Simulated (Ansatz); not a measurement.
# BP (F-43m) in Ansatz: reference runs

Reference runs on BP: the cell as given and a disturbed copy.

All numbers are computed with Ansatz 0.2.0; they aren't measurements. Logs are shortened: lines on timing, memory, paths and dates and some standing lists are left out, and cuts for length are marked.

### 1 The crystal as given

It takes space group F-43m (No. 216, cubic). Conventional cell: a = 4.538 Å, b = 4.538 Å, c = 4.538 Å, α = 90.00°, β = 90.00°, γ = 90.00°. Around P (site symmetry -43m) lie 4 B at 1.97 Å. Around B (site symmetry -43m) lie 4 P at 1.97 Å.

### 2 Single point, PBE

input.yaml reads:

```yaml
crystal:
  lattice:
    - [0.0, 2.269, 2.269]
    - [2.269, 0.0, 2.269]
    - [2.269, 2.269, 0.0]
  atoms:
    - { symbol: P, position: [0.75, 0.75, 0.75] }
    - { symbol: B, position: [0.0, 0.0, 0.0] }
hamiltonian:
  xc: pbe
  pseudopotentials: { kind: paw }
kpoints:
  mp_grid: { grid: [10, 10, 10] }
scf:
  occupations: { method: fermi_dirac, width: 0.05 }
output:
  forces: true
  stress: true
  eigenvalues: true
  write_density: true
  write_potential: true
  elf: true
  volumetric_format: npy
```

Potentials or basis: Ansatz PAW.

The run is started by

```bash
$ ansatz run input.yaml --threads 1 --pin off --max-ram 2560MiB --backend cpu --events-out ev --progress --plain --runs-dir out
```

The program printed:

```text
Warning: RAYON_NUM_THREADS=1 ignored (pool sized by the plan → 1); use --threads N
Engine: ansatz 0.2.0, x86_64-unknown-linux-gnu
Pseudopotentials: kind: paw
Pseudopotential: P, paw, valence charge 5, recommended cutoff 420 eV (normal), P.paw.azcp
Pseudopotential: B, paw, valence charge 3, recommended cutoff 420 eV (normal), B.paw.azcp
Functional definition: PBE
  parameter kappa = 0.804
  parameter beta = 0.06672455060314922
  exchange = pbe_x(kappa = kappa, mu = beta*pi^2/3)
  correlation = pbe_c(beta = beta)
Crystal: 2 atoms, lattice volume = 23.363 Å³
Basis set: ecut = 420 eV, 459 PW (Γ), exchange–correlation on 48×48×48 points (8 copies of the dense FFT grid, shifted against one another)
Bands: 8, of which v1, the nominal top of the filled ones, is band 4 counted from 1 (3 counted from 0)
Symmetry: 24 space group operations
Space group: F-43m (ITA 216), of the structure as read, at distance tolerance 2.9e-5 Å
k-points: 47 of 1000 (time reversal used)
Non-local potential: P, projectors of the file, l = 0: 2, l = 1: 2, l = 2: 2
Non-local potential: B, projectors of the file, l = 0: 2, l = 1: 2, l = 2: 1
PAW form: soft (Blöchl's): semilocal exchange-correlation on the pseudo side does not see the compensation charge
PAW one-centre angular grid: P, 110 points (default); XC on 64 Gauss nodes
PAW one-centre angular grid: B, 110 points (default); XC on 64 Gauss nodes
Initial density: superposition of atomic densities (neutral atoms: chi_scale 0, normalization atom), corrected by the library's trained network
Initial wavefunctions: pseudopotential atomic-orbital guess
Functional: x = pbe(κ = 0.804, μ = 0.2195149727645171), c = pbe(β = 0.06672455060314922)
SCF iter   1: F=—  HF=-912.446329 eV  |F-HF|=—  |Δ(HF+E_count)|=         —  Δρ=1.58e-3  dr2=5.16e-4  ethr=1.77e-3  ⟨swp⟩=6.1  Hψ=3482  notcnv=0
preconditioner: auto → none  [insulator: Δε(μ)=1.239 eV  Ē_g=12.799 eV  σ=0.050 eV  W_gap=1.00  n_scr=0 (ndim 8)  ℏωp=21.7 eV  f_vac=0.000  D(μ)=0.00/eV (n_scr^D=0)  ε∞_Penn≈3.9]
SCF iter   2: F=—  HF=-912.446468 eV  |F-HF|=—  |Δ(HF+E_count)|=   1.39e-4  Δρ=8.76e-4  dr2=1.76e-4  ethr=6.45e-6  ⟨swp⟩=2.3  Hψ=925  notcnv=0
SCF iter   3: F=—  HF=-912.446433 eV  |F-HF|=—  |Δ(HF+E_count)|=   3.48e-5  Δρ=4.09e-4  dr2=1.84e-5  ethr=2.20e-6  ⟨swp⟩=2.1  Hψ=534  notcnv=0
SCF iter   4: F=—  HF=-912.446455 eV  |F-HF|=—  |Δ(HF+E_count)|=   2.18e-5  Δρ=1.32e-4  dr2=5.03e-6  ethr=2.30e-7  ⟨swp⟩=2.0  Hψ=564  notcnv=0
SCF iter   5: F=—  HF=-912.446453 eV  |F-HF|=—  |Δ(HF+E_count)|=   1.23e-6  Δρ=3.82e-5  dr2=4.29e-7  ethr=6.29e-8  ⟨swp⟩=2.0  Hψ=527  notcnv=0
SCF iter   6: F=-912.446453 eV  HF=-912.446453 eV  |F-HF|=2.73e-8  |Δ(HF+E_count)|=   1.09e-7  Δρ=1.13e-5  dr2=3.80e-8  ethr=1.25e-9  ⟨swp⟩=9.1  Hψ=2611  notcnv=0
SCF 1 converged in 6 iterations: F = -912.446453 eV  dr2 = 3.80e-8
SCF converged after 6 iterations
Free energy (F): -912.446453 eV
Harris-Foulkes:  -912.446453 eV  (|F-HF|=2.73e-8)
Internal energy: -912.446453 eV  (E = F + TS)
E sigma→0 (E₀):  -912.446453 eV
Entropy (-TS):   -0.000000 eV (-0.000 meV/atom)
Fermi energy:    9.867474 eV
--- Per-component energies (eV) ---
  E_band       = 22.181408
  E_kinetic    = 121.696466
  E_local      = -67.907639  (includes V_loc(G=0)·N_el)
  E_nonlocal   = 45.026257
  E_hartree    = 17.052463
  E_xc         = -94.859231
  E_vxc        = -100.531419  (∫ρ·V_xc dr)
  E_paw        = -647.963252  (= ΣΔE_a)
  E_vpaw       = -10.207472  (= ΣTr[D̂ρ^β])
  E_aug_tail   = 0.000001  (compensation charges beyond the density's cutoff)
  E_ewald      = -285.491518
  E_smearing   = -0.000000  (= −TS)
  E_closure    = 0.000000  (closes the sum)
  Σ components = -912.446453   (vs F -912.446453, Δ=0.00e0)
--- Forces (eV/Å), atoms counted from 1 ---
  atom   1  P      0.00000000     0.00000000     0.00000000
  atom   2  B     -0.00000000     0.00000000    -0.00000000
  max |Σ_I F_I| component: 3.33e-16 eV/Å
--- Stress (GPa, compression-positive) ---
        1.132218       0.000000      -0.000000
        0.000000       1.132218       0.000000
       -0.000000       0.000000       1.132218
  P = ⅓ Tr σ = 1.1322 GPa (11.322 kbar)
--- Band table (eV; the first three rows and the last of 47) ---
  k-point 0: bands = ["-6.1924", "9.2644", "9.2644", "9.2644", "12.6683", "12.6683", "12.6683", "16.6360"]
  k-point 1: bands = ["-6.0124", "7.9644", "8.9703", "8.9703", "13.0750", "13.0750", "13.1015", "17.1574"]
  k-point 2: bands = ["-5.4791", "5.6238", "8.4118", "8.4118", "13.2961", "13.7919", "13.7919", "18.3301"]
  k-point 46: bands = ["-1.0939", "1.1395", "3.7381", "3.9077", "13.8668", "14.6721", "17.4894", "17.9350"]
```

It took 0.87 s on 1 thread of INTEL XEON PLATINUM 8581C at 2.30GHz (Emerald Rapids), shared host; peak memory 0.32 GiB.

What came out:

* Free energy: -912.4465 eV
* Pressure: 1.1 GPa
* Band gap on the k mesh: 1.24 eV, indirect (least direct gap 3.40 eV)

Levels at points of the mesh, in eV from the valence-band top:
| k point | band 1 | band 2 | band 3 | band 4 | band 5 | band 6 | band 7 | band 8 |
| --- | --- | --- | --- | --- | --- | --- | --- | --- |
| (0.00, 0.00, 0.00) | -15.46 | 0.00 | 0.00 | 0.00 | 3.40 | 3.40 | 3.40 | 7.37 |
| (0.00, 0.00, -0.50) | -12.13 | -9.03 | -1.76 | -1.76 | 3.78 | 4.71 | 4.71 | 10.12 |
| (0.00, -0.50, -0.50) | -10.60 | -8.58 | -4.11 | -4.11 | 1.34 | 1.66 | 12.08 | 12.08 |

### 3 Single point, PBE (atoms moved at random, drawn with an rms of 0.05 Å)

Edit input.yaml of step 2 so:

```diff
@@ -6,4 +6,4 @@
   atoms:
-    - { symbol: P, position: [0.75, 0.75, 0.75] }
-    - { symbol: B, position: [0.0, 0.0, 0.0] }
+    - { symbol: P, position: [0.75465, 0.755551, 0.743389] }
+    - { symbol: B, position: [-0.009701, 0.009047, -0.002471] }
 hamiltonian:
```

Potentials or basis: Ansatz PAW.

The run is started by

```bash
$ ansatz run input.yaml --threads 1 --pin off --max-ram 2560MiB --backend cpu --events-out ev --progress --plain --runs-dir out
```

The program printed:

```text
Warning: RAYON_NUM_THREADS=1 ignored (pool sized by the plan → 1); use --threads N
[... 9 set-up lines as earlier in the session ...]
Crystal: 2 atoms, lattice volume = 23.363 Å³
Basis set: ecut = 420 eV, 459 PW (Γ), exchange–correlation on 48×48×48 points (8 copies of the dense FFT grid, shifted against one another)
Bands: 8, of which v1, the nominal top of the filled ones, is band 4 counted from 1 (3 counted from 0)
Symmetry: 1 space group operations
Space group: P1 (ITA 1), of the structure as read, at distance tolerance 2.9e-5 Å
k-points: 504 of 1000 (time reversal used)
[... 8 set-up lines as earlier in the session ...]
SCF iter   1: F=—  HF=-912.433099 eV  |F-HF|=—  |Δ(HF+E_count)|=         —  Δρ=1.58e-3  dr2=5.18e-4  ethr=1.77e-3  ⟨swp⟩=6.1  Hψ=37684  notcnv=0
preconditioner: auto → none  [insulator: Δε(μ)=0.895 eV  Ē_g=12.798 eV  σ=0.050 eV  W_gap=1.00  n_scr=0 (ndim 8)  ℏωp=21.7 eV  f_vac=0.000  D(μ)=0.00/eV (n_scr^D=0)  ε∞_Penn≈3.9]
SCF iter   2: F=—  HF=-912.433234 eV  |F-HF|=—  |Δ(HF+E_count)|=   1.35e-4  Δρ=8.84e-4  dr2=1.79e-4  ethr=6.48e-6  ⟨swp⟩=2.3  Hψ=10060  notcnv=0
SCF iter   3: F=—  HF=-912.433200 eV  |F-HF|=—  |Δ(HF+E_count)|=   3.42e-5  Δρ=4.11e-4  dr2=1.88e-5  ethr=2.24e-6  ⟨swp⟩=2.0  Hψ=5707  notcnv=0
SCF iter   4: F=—  HF=-912.433222 eV  |F-HF|=—  |Δ(HF+E_count)|=   2.17e-5  Δρ=1.24e-4  dr2=4.38e-6  ethr=2.36e-7  ⟨swp⟩=2.0  Hψ=6042  notcnv=0
SCF iter   5: F=—  HF=-912.433221 eV  |F-HF|=—  |Δ(HF+E_count)|=   1.01e-6  Δρ=3.11e-5  dr2=2.81e-7  ethr=5.48e-8  ⟨swp⟩=2.0  Hψ=5758  notcnv=0
SCF iter   6: F=-912.433221 eV  HF=-912.433221 eV  |F-HF|=1.57e-8  |Δ(HF+E_count)|=   6.92e-8  Δρ=8.58e-6  dr2=2.18e-8  ethr=1.25e-9  ⟨swp⟩=9.1  Hψ=27945  notcnv=0
SCF 1 converged in 6 iterations: F = -912.433221 eV  dr2 = 2.18e-8
SCF converged after 6 iterations
Free energy (F): -912.433221 eV
Harris-Foulkes:  -912.433221 eV  (|F-HF|=1.57e-8)
Internal energy: -912.433220 eV  (E = F + TS)
E sigma→0 (E₀):  -912.433220 eV
Entropy (-TS):   -0.000001 eV (-0.000 meV/atom)
Fermi energy:    10.005389 eV
--- Per-component energies (eV) ---
  E_band       = 22.173113
  E_kinetic    = 121.710744
  E_local      = -67.945786  (includes V_loc(G=0)·N_el)
  E_nonlocal   = 45.035211
  E_hartree    = 17.057272
  E_xc         = -94.860370
  E_vxc        = -100.532599  (∫ρ·V_xc dr)
  E_paw        = -647.965193  (= ΣΔE_a)
  E_vpaw       = -10.209217  (= ΣTr[D̂ρ^β])
  E_aug_tail   = 0.000001  (compensation charges beyond the density's cutoff)
  E_ewald      = -285.465098
  E_smearing   = -0.000001  (= −TS)
  E_closure    = 0.000000  (closes the sum)
  Σ components = -912.433221   (vs F -912.433221, Δ=0.00e0)
--- Forces (eV/Å), atoms counted from 1 ---
  atom   1  P      0.29901776    -0.41865028    -0.44793118
  atom   2  B     -0.29903185     0.41865849     0.44793934
  max |Σ_I F_I| component: 1.41e-5 eV/Å
--- Stress (GPa, compression-positive) ---
        1.273058       1.167475       1.088549
        1.167475       1.245399      -0.764234
        1.088549      -0.764234       1.237249
  P = ⅓ Tr σ = 1.2519 GPa (12.519 kbar)
--- Band table (eV; the first three rows and the last of 504) ---
  k-point 0: bands = ["-6.1940", "9.0620", "9.1330", "9.6046", "12.4463", "12.7508", "12.8000", "16.6308"]
  k-point 1: bands = ["-6.0138", "7.8852", "8.8013", "9.2332", "12.8603", "13.1648", "13.2182", "17.1512"]
  k-point 2: bands = ["-5.4800", "5.5772", "8.2507", "8.6309", "13.2692", "13.6616", "13.9693", "18.3200"]
  k-point 503: bands = ["-2.8469", "0.1659", "7.3666", "7.6990", "13.0434", "13.8024", "14.2313", "19.4115"]
```

rho_z.tsv:

```text
# z_ang	rho[e/angstrom^3]
# format = ansatz-planar-average/11
# lattice	0.000000000	2.269000000	2.269000000
# lattice	2.269000000	0.000000000	2.269000000
# lattice	2.269000000	2.269000000	0.000000000
# sites	2
# site	15	3.401094860	3.399050491	3.426646069
# site	5	0.014920944	-0.027618268	-0.001483926
0.000000	4.447209e-1
0.133702	3.961138e-1
0.267404	3.498039e-1
0.401106	3.087981e-1
0.534808	2.737336e-1
0.668511	2.450546e-1
0.802213	2.237870e-1
0.935915	2.110607e-1
1.069617	2.073937e-1
1.203319	2.124956e-1
1.337021	2.252963e-1
1.470723	2.436750e-1
1.604425	2.644838e-1
1.738127	2.848618e-1
1.871830	3.043976e-1
2.005532	3.260598e-1
2.139234	3.542424e-1
2.272936	3.910472e-1
2.406638	4.339450e-1
2.540340	4.763157e-1
2.674042	5.094929e-1
2.807744	5.250437e-1
2.941446	5.177182e-1
3.075148	4.884893e-1
```

v_z.tsv:

```text
# z_ang	v_es[eV]	v_tot[eV]
# format = ansatz-planar-average/11
# xc	pbe
# density_cutoff_ev	1680
# datasets	P=:simpson_from_first_knot:soft	B=:simpson_from_first_knot:soft
# lattice	0.000000000	2.269000000	2.269000000
# lattice	2.269000000	0.000000000	2.269000000
# lattice	2.269000000	2.269000000	0.000000000
# sites	2
# site	15	3.401094860	3.399050491	3.426646069
# site	5	0.014920944	-0.027618268	-0.001483926
0.000000	-1.902828e0	-1.413220e1
0.133702	4.270774e-2	-1.169043e1
0.267404	2.053847e0	-9.080165e0
0.401106	4.116133e0	-6.404457e0
0.534808	6.160819e0	-3.801151e0
0.668511	7.950477e0	-1.530961e0
0.802213	9.232730e0	1.262124e-1
0.935915	9.908556e0	1.045930e0
1.069617	1.005174e1	1.294321e0
1.203319	9.772716e0	9.745276e-1
1.337021	9.025860e0	4.877468e-2
1.470723	7.684372e0	-1.584421e0
1.604425	5.754467e0	-3.898087e0
1.738127	3.432155e0	-6.675332e0
1.871830	1.036482e0	-9.591065e0
2.005532	-1.133954e0	-1.235460e1
2.139234	-2.865090e0	-1.470679e1
2.272936	-4.105201e0	-1.649909e1
2.406638	-4.989441e0	-1.779326e1
2.540340	-5.632155e0	-1.866770e1
2.674042	-5.965692e0	-1.905554e1
2.807744	-5.805352e0	-1.881898e1
2.941446	-5.024682e0	-1.787335e1
3.075148	-3.662620e0	-1.625715e1
```

It took 7.5 s on 1 thread of INTEL XEON PLATINUM 8581C at 2.30GHz (Emerald Rapids), shared host; peak memory 0.47 GiB.

What came out:

- Free energy: -912.4332 eV
- Pressure: 1.3 GPa
- Largest force: 0.682 eV/Å
- Band gap on the k mesh: 0.90 eV, indirect (least direct gap 2.84 eV)

Forces on the atoms (eV/Å):
```
P    0.299 -0.419 -0.448
B   -0.299  0.419  0.448
```

Stress tensor (GPa, compression positive):
```
 1.27  1.17  1.09
 1.17  1.25 -0.76
 1.09 -0.76  1.24
```

Levels at points of the mesh, in eV from the valence-band top:
```tsv
k point	band 1	band 2	band 3	band 4	band 5	band 6	band 7	band 8
(0.00, 0.00, 0.00)	-15.80	-0.54	-0.47	0.00	2.84	3.15	3.20	7.03
(0.00, 0.00, -0.50)	-12.46	-9.41	-2.26	-1.90	3.43	4.16	4.63	9.79
(0.00, -0.50, 0.00)	-12.46	-9.41	-2.27	-1.90	3.43	4.16	4.63	9.79
(0.00, -0.50, -0.50)	-10.95	-8.92	-4.50	-4.40	0.99	1.32	11.73	11.75
(-0.50, 0.00, 0.00)	-12.53	-9.23	-2.18	-2.12	3.41	4.24	4.32	9.71
(-0.50, 0.00, -0.50)	-10.95	-8.92	-4.51	-4.39	0.98	1.33	11.73	11.75
(-0.50, -0.50, 0.00)	-10.95	-8.92	-4.52	-4.39	0.98	1.33	11.73	11.75
(-0.50, -0.50, -0.50)	-12.45	-9.44	-2.24	-1.91	3.44	4.20	4.63	9.81
```

A k mesh can miss the band edges.
